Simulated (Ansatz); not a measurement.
# AlGa3N4: the cost of one run

Method: DFT r2SCAN, scalar-relativistic, plane waves, PAW, in Ansatz 0.2.0.

2 further runs of the same task are left out: 2 set aside as unsound or not needed. Runs told in other sessions of the task aren't counted.

## 1. The starting structure

It takes space group P-43m (No. 215, cubic). Conventional cell: a = 4.465 Å, b = 4.465 Å, c = 4.465 Å, α = 90.00°, β = 90.00°, γ = 90.00°. Around Al (site symmetry -43m) lie 4 N at 1.89 Å. Around Ga (site symmetry -42m) lie 4 N at 1.95 Å. N (site symmetry 3m) has 1 Al at 1.89 Å and 3 Ga at 1.95 Å in its first shell of neighbours.

Coordinates:

```cif
data_structure
_symmetry_space_group_name_H-M 'P-43m'
_symmetry_Int_Tables_number 215
_cell_length_a 4.4653
_cell_length_b 4.4653
_cell_length_c 4.4653
_cell_angle_alpha 90.000
_cell_angle_beta 90.000
_cell_angle_gamma 90.000
_cell_volume 89.04
loop_
_atom_site_label
_atom_site_type_symbol
_atom_site_symmetry_multiplicity
_atom_site_Wyckoff_symbol
_atom_site_fract_x
_atom_site_fract_y
_atom_site_fract_z
_atom_site_occupancy
Al1 Al 1 a 0.00000 0.00000 0.00000 1
Ga1 Ga 3 c 0.50000 0.50000 0.00000 1
N1 N 4 e 0.75535 0.75535 0.24465 1
```

It goes back to an entry of the Materials Project, which need not be the stable form.

It is built from the cell relaxed beforehand with the same method (11.13 Å³/atom).

## 2. Zero of energy

The cell is repeated 2 times, 16 atoms in all. Reference values: F = -26915.1013 eV; pressure 0.01 GPa; largest force 0.001 eV/Å; gap on the mesh 2.82 eV. It was computed beforehand with the settings of the runs below.

## 3. Setting up a stacking-fault curve

The cut lies on the cell's a–b face, a (1 0 0) plane of area 19.94 Å², between layers 1.14 Å apart (N below, Ga above); the cell is 8.9 Å thick. Vector c is tilted by f times 1·a + 1·b (length 6.315 Å) with the atoms' Cartesian places fixed: one unrelaxed fault per cell.

## 4. At f = 0.167

Contents of input.yaml:

```yaml
crystal:
  lattice:
    - [0.0, -4.4653444451, 0.0]
    - [0.0, 0.0, -4.4653444451]
    - [8.9306888901, -0.744372919, -0.744372919]
  atoms:
    - { symbol: Al, position: [-0.135668795, -0.135668795, 0.81385] }
    - { symbol: Al, position: [-0.052318795, -0.052318795, 0.31385] }
    - { symbol: Ga, position: [0.489356205, -0.010643795, 0.06385] }
    - { symbol: Ga, position: [0.406006205, -0.093993795, 0.56385] }
    - { symbol: Ga, position: [-0.010643795, 0.489356205, 0.06385] }
    - { symbol: Ga, position: [-0.093993795, 0.406006205, 0.56385] }
    - { symbol: Ga, position: [0.364331205, 0.364331205, 0.81385] }
    - { symbol: Ga, position: [0.447681205, 0.447681205, 0.31385] }
    - { symbol: "N", position: [0.2127216395, 0.7234237497, 0.1915255275] }
    - { symbol: "N", position: [0.1293716395, 0.6400737497, 0.6915255275] }
    - { symbol: "N", position: [0.7234237497, 0.2127216395, 0.1915255275] }
    - { symbol: "N", position: [0.6400737497, 0.1293716395, 0.6915255275] }
    - { symbol: "N", position: [0.0885886603, 0.0885886603, 0.9361744725] }
    - { symbol: "N", position: [0.1719386603, 0.1719386603, 0.4361744725] }
    - { symbol: "N", position: [0.5992907705, 0.5992907705, 0.9361744725] }
    - { symbol: "N", position: [0.6826407705, 0.6826407705, 0.4361744725] }
basis:
  ecutwfc: 500
kpoints:
  mp_grid: { grid: [5, 5, 3] }
hamiltonian:
  xc: r2scan
scf:
  occupations: { method: gaussian, width: 0.05 }
output:
  forces: true
  stress: true
  eigenvalues: true
  write_density: true
  write_potential: true
  elf: true
  volumetric_format: npy
```

Command:

```
ansatz run input.yaml --threads 2 --pin off --max-ram 5120MiB --backend cpu --events-out ev --progress --plain --runs-dir out
```

**Question.** How long does this run take on 2 threads of Intel Xeon Platinum 8259CL at 2.50GHz (Skylake/Cascade Lake), shared host, and how much memory does it need?

About 40 s, with a peak of 0.99 GiB.
